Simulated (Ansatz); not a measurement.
# Cu (hcp)

The computed numbers are results of PBE with spin–orbit coupling (two-component spinors) in the plane-wave PAW code Ansatz at 420 eV, Γ-centred 18×18×10 mesh, 0.05 eV Gaussian smearing. The datasets are Ansatz's generated set soft_2.

```xyz
2
Lattice="2.5683 0.0000 0.0000 -1.2842 2.2242 0.0000 0.0000 0.0000 4.1911" Properties=species:S:1:pos:R:3 pbc="T T T"
Cu    0.0000    1.4828    3.1433
Cu    1.2842    0.7414    1.0478
```

At room temperature and ambient pressure Cu is fcc.

**Question.** Which orbitals carry the states at the Fermi level, and how many states are there?

**Answer.** Within 0.1 eV of it: Cu 4s 55 %, Cu 3d 45 % (shares among the projected shells, which hold 75 % of the states there). The density of states at the Fermi level is about 0.68 states/eV per cell, averaged over 0.3 eV.

Density of states (tetrahedra, averaged over 0.3 eV; states/eV per cell of 2 atoms; energy in eV from the Fermi level):

```json
{"E (eV)": "-6.70", "DOS": "0.3"}
{"E (eV)": "-6.40", "DOS": "0.4"}
{"E (eV)": "-6.10", "DOS": "0.4"}
{"E (eV)": "-5.80", "DOS": "0.5"}
{"E (eV)": "-5.50", "DOS": "0.6"}
{"E (eV)": "-5.20", "DOS": "0.9"}
{"E (eV)": "-4.90", "DOS": "1.8"}
{"E (eV)": "-4.60", "DOS": "2.3"}
{"E (eV)": "-4.30", "DOS": "3.5"}
{"E (eV)": "-4.00", "DOS": "4.2"}
{"E (eV)": "-3.70", "DOS": "5.4"}
{"E (eV)": "-3.40", "DOS": "4.3"}
{"E (eV)": "-3.10", "DOS": "7.7"}
{"E (eV)": "-2.80", "DOS": "7.4"}
{"E (eV)": "-2.50", "DOS": "6.6"}
{"E (eV)": "-2.20", "DOS": "5.5"}
{"E (eV)": "-1.90", "DOS": "6.8"}
{"E (eV)": "-1.60", "DOS": "9.5"}
{"E (eV)": "-1.30", "DOS": "0.9"}
{"E (eV)": "-1.00", "DOS": "0.8"}
{"E (eV)": "-0.70", "DOS": "0.7"}
{"E (eV)": "-0.40", "DOS": "0.7"}
{"E (eV)": "-0.10", "DOS": "0.7"}
{"E (eV)": "0.20", "DOS": "0.6"}
{"E (eV)": "0.50", "DOS": "0.6"}
{"E (eV)": "0.80", "DOS": "0.5"}
{"E (eV)": "1.10", "DOS": "0.5"}
{"E (eV)": "1.40", "DOS": "0.5"}
{"E (eV)": "1.70", "DOS": "0.6"}
{"E (eV)": "2.00", "DOS": "0.5"}
{"E (eV)": "2.30", "DOS": "0.5"}
{"E (eV)": "2.60", "DOS": "0.4"}
{"E (eV)": "2.90", "DOS": "0.4"}
{"E (eV)": "3.20", "DOS": "0.4"}
{"E (eV)": "3.50", "DOS": "0.3"}
{"E (eV)": "3.80", "DOS": "0.3"}
{"E (eV)": "4.10", "DOS": "0.3"}
```
